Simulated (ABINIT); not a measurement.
Write the native input for ABINIT 10.8.3 (patched build) that does the following.

```yaml
Task: band structure
Functional: r2SCAN
Potentials_or_basis: JTH PAW PBE v2.0
Cutoff: 626 eV
k_mesh: 7 × 7 × 2
Occupations: fermi-dirac, width 0.05 eV
Spin: no spin polarisation
Fine-grid_cutoff: 1224.51 eV
```

C:

```xyz
12
Lattice="2.5221 0.0000 0.0000 -1.2611 2.1842 0.0000 0.0000 0.0000 12.3557" Properties=species:S:1:pos:R:3 pbc="T T T"
C     1.2611    0.7281    4.3760
C     0.0000    1.4561   10.5539
C     1.2611    0.7281    1.8018
C     0.0000    1.4561    7.9797
C     1.2611    0.7281    5.9205
C     0.0000    1.4561   12.0983
C     1.2611    0.7281    0.2574
C     0.0000    1.4561    6.4352
C     0.0000    0.0000   10.0390
C     0.0000    0.0000    3.8612
C     0.0000    0.0000    8.4945
C     0.0000    0.0000    2.3167
```

This is a hexagonal form of diamond, not graphite.

These files were run (other wordings do the same):

run.abi

```
ndtset 2

pp_dirpath "./"
pseudos "C.GGA_PBE-JTH.xml"

acell 2.5221 2.5221 12.3557 Angstrom
rprim
     1.0000000000     0.0000000000     0.0000000000
    -0.5000000000     0.8660254038     0.0000000000
     0.0000000000     0.0000000000     1.0000000000
ntypat 1
znucl 6
natom 12
typat 1 1 1 1 1 1 1 1 1 1 1 1
xred
     0.6666666667     0.3333333333     0.3541700000
     0.3333333333     0.6666666667     0.8541700000
     0.6666666667     0.3333333333     0.1458300000
     0.3333333333     0.6666666667     0.6458300000
     0.6666666667     0.3333333333     0.4791700000
     0.3333333333     0.6666666667     0.9791700000
     0.6666666667     0.3333333333     0.0208300000
     0.3333333333     0.6666666667     0.5208300000
     0.0000000000     0.0000000000     0.8125000000
     0.0000000000     0.0000000000     0.3125000000
     0.0000000000     0.0000000000     0.6875000000
     0.0000000000     0.0000000000     0.1875000000

ecut 23.0
pawecutdg 45.0

ixc -497498
usekden 1
pawxcdev 0

occopt 3
tsmear 0.00183747

nstep 100

iomode 3
prtwf 0
prteig 0
prtebands 0
enunit 1
prtden1 1
prtkden1 1

kptopt1 1
ngkpt1 7 7 2
nshiftk1 1
shiftk1 0.0 0.0 0.0
nband1 32
tolvrs1 1.0e-7

iscf2 -2
getden2 1
getkden2 1
nband2 38
nbdbuf2 4
tolwfr2 1.0e-11
kptopt2 -7
ndivsm2 5
prteig2 1
kptbounds2
     0.0000000000     0.0000000000     0.0000000000
     0.5000000000     0.0000000000     0.0000000000
     0.3333333333     0.3333333333     0.0000000000
     0.0000000000     0.0000000000     0.0000000000
     0.0000000000     0.0000000000     0.5000000000
     0.5000000000     0.0000000000     0.5000000000
     0.3333333333     0.3333333333     0.5000000000
     0.0000000000     0.0000000000     0.5000000000
```

Potentials or basis: JTH PAW PBE v2.0.

Run with:

```bash
$ abinit run.abi > log 2>&1
```

It gave:

* Pressure: 0.9 GPa
* Largest force: 0.450 eV/Å
* Band gap on the k mesh: 4.61 eV, indirect (least direct gap 5.56 eV)
* Band gap along the path: 4.54 eV, indirect (least direct gap 5.56 eV)

Caveat: the PAW data sets were made with another functional, which shifts forces and pressure a little; the atomic spheres overlap.

Wall time 17 min on 1 thread of Intel(R) Xeon(R) 6975P-C (Granite Rapids), on a shared host, peak memory 0.45 GiB.
